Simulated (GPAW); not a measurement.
TaN:

```
Ta N
1.0
     2.92177    0.00000    0.00000
    -1.46088    2.53033    0.00000
     0.00000    0.00000    5.91652
Ta N
2 2
Direct
  0.00000 0.00000 0.50000
  0.00000 0.00000 0.00000
  0.33333 0.66667 0.25000
  0.66667 0.33333 0.75000
```

The cell comes from a database or a generator and needn't be the stable form of this composition.

Base run:

| Property | Result |
| --- | --- |
| Program | GPAW 26.7.0 |
| Functional | PBEsol |
| Potentials or basis | PAW data sets generated in the run's folder for this functional |
| Cutoff | 800 eV |
| Basis | pw |
| k mesh | 7 × 7 × 4 |
| Occupations | fermi-dirac, width 0.05 eV |
| Spin | no spin polarisation |
| Hubbard terms | Ta d U = 4 eV |

Its results: band gap on the k mesh none (metal or under the smearing width); pressure 0.1 GPa.

Problem. The run is repeated on the same cell with these changes: hubbard terms from Ta d U = 4 eV to Ta d U = 3 eV. What comes out?

Solution. Band gap on the k mesh none (metal or under the smearing width); pressure -2.9 GPa.

Caveats: U without spin polarisation on a metal has little footing.
